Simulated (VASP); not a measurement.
Input of a VASP 6.6.1 run:

Contents of INCAR:

```
ALGO = Fast ; EDIFF = 1E-7
ENCUT = 520 ; GGA = PE
ISIF = 2 ; ISMEAR = -1
IVDW = 12 ; LASPH = True
LCHARG = True ; LELF = True
LREAL = Auto ; LVHAR = True
LWAVE = False ; NBANDS = 60
NELM = 80 ; PREC = Accurate
SIGMA = 0.05
```

Contents of KPOINTS:

```
k-points
0
Gamma
  1 1 1
```

The input POSCAR:

```
H5C4N
1.0
    7.5119810000      0.0000000000      0.0000000000
    0.0000000000      7.5119810000      0.0000000000
    0.0000000000      0.0000000000      7.5119810000
C H N
12 15 3
Direct
    0.2081741155      0.2981237572      0.1300722140
    0.2259324138      0.2309244392     -0.0142971608
    0.4438110267      0.6787423983      0.6507071836
    0.3315370473      0.5662687379      0.6140723732
    0.9630082930      0.8733248926      0.4500410744
    0.9443847102      0.7134868951      0.4613430199
    0.4401368960      0.9612111639      0.2755598024
    0.4229510165      1.0564989448      0.4517583311
    0.6791151362      0.2955944644      0.8614505282
    0.8330958239      0.3142846075      0.7535295949
    1.1270928401      0.7063383148      1.0264136717
    0.9813523224      0.7943310826      0.9348532697
    0.2113956359      0.1655488745     -0.1362889496
    0.2044201124      0.3218724861      0.2656023757
    0.2300325307      0.4613163958      0.6163088006
    0.5398709076      0.7850525714      0.6695570716
    0.9113441581      0.5744689716      0.4477380867
    0.9774518865      1.0117304610      0.4663616694
    0.3444364409      1.0260276217      0.1882858862
    0.5715136926      0.9647654860      0.2298994100
    0.3953284759      0.8127949205      0.2715661821
    0.5702623582      0.2716993028      0.7804465959
    0.6886998250      0.1672395071      0.9488708771
    0.6672940200      0.4321097191      0.9438655396
    1.2514808011      0.7226189736      0.9567782453
    1.1112115433      0.7540221414      1.1642867574
    1.1182669392      0.5538485787      1.0220473135
    0.3855307941      1.1195848339      0.5870089395
    0.9487776926      0.3393645431      0.6518786456
    0.8466608209      0.8312188223      0.8674542707
```

Potentials or basis: VASP PAW PBE potentials, release 64 (C, H, N).

Launch:

```sh
$ cat potpaw_PBE.64/C/POTCAR potpaw_PBE.64/H/POTCAR potpaw_PBE.64/N/POTCAR > POTCAR
$ mpirun -np 1 vasp_gam > vasp.out
```

(1) Estimate the band gap on the k mesh.

(2) Estimate the largest force.

## Answers

(1) 5.00 eV, direct.

(2) 4.065 eV/Å.

Caveat: the standard files for N, O and F lose accuracy on very short bonds.
